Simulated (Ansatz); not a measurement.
Wanted: the native input for an Ansatz 0.2.0 run.

```yaml
Task: relaxation of cell and atoms
Functional: HSE03
Potentials_or_basis: Ansatz PAW
Cutoff: "420 eV (not typed: the program's choice for these potentials)"
k_mesh: 4 × 4 × 3
Occupations: fermi-dirac, width 0.05 eV
Spin: no spin polarisation
```

SnO:

```
CELL_PARAMETERS angstrom
3.81370 0.00000 0.00000
0.00000 3.81370 0.00000
0.00000 0.00000 4.88691
ATOMIC_POSITIONS crystal
Sn 0.50000 0.00000 0.76463
Sn 0.00000 0.50000 0.23537
O 0.00000 0.00000 0.00000
O 0.50000 0.50000 0.00000
```

The cell is a database's computed one.

The input as run:

input.yaml

```yaml
crystal:
  lattice:
    - [3.81369522, 0.0, 0.0]
    - [0.0, 3.81369522, 0.0]
    - [0.0, 0.0, 4.8869133]
  atoms:
    - { symbol: Sn, position: [0.5, 0.0, 0.76462614] }
    - { symbol: Sn, position: [0.0, 0.5, 0.23537386] }
    - { symbol: O, position: [0.0, 0.0, 0.0] }
    - { symbol: O, position: [0.5, 0.5, 0.0] }
hamiltonian:
  xc: { exchange: pbe, correlation: pbe, exx: { coeff: 0.25, omega: 0.3 } }
  pseudopotentials: { kind: paw }
kpoints:
  mp_grid: { grid: [4, 4, 3] }
scf:
  occupations: { method: fermi_dirac, width: 0.05 }
output:
  forces: true
  stress: true
relax:
  f_tol: 0.01
  max_steps: 40
  cell: { stress_tol: 0.05 }
```

Potentials or basis: Ansatz PAW.

Command:

```bash
$ ansatz run input.yaml --threads 2 --pin off --max-ram 5632MiB --backend cpu --events-out ev --progress --plain --runs-dir out
```

Results of the run:

```
Relaxed volume                         : 18.20 Å³/atom
Relaxed cell                           : a = 3.805 Å, b = 3.805 Å, c = 5.029 Å, α = 90.00°, β = 90.00°, γ = 90.00°
Space group after relaxing (to 0.05 Å) : P4/nmm (No. 129)
Energy gained by relaxing              : 1.6 meV/atom
Ionic steps                            : 9
Pressure after relaxing                : 0.0 GPa
Band gap on the k mesh                 : 0.64 eV, indirect (least direct gap 2.52 eV)
```

Caveat: the k mesh is coarse (spacing up to 0.43 Å⁻¹), so the values aren't converged, least of all with exact exchange; odd divisions of the mesh miss points on the zone boundary, where band edges often lie, so the gap on the mesh can be too wide; the plane-wave basis is chosen anew once the cell has moved, so the energies of steps on either side of that aren't comparable; the pressure holds a Pulay correction of +0.4 GPa for the finite cutoff; spin-orbit coupling is left out, which moves the levels of the heavy elements; the PAW data sets come from PBE, with cores solved anew for the run's functional, which leaves a small shift of forces and pressure.

Run time: 11 min on 2 threads of Intel(R) Xeon(R) Processor @ 2.50GHz (Skylake/Cascade Lake) (shared host), peak memory 1 GiB.
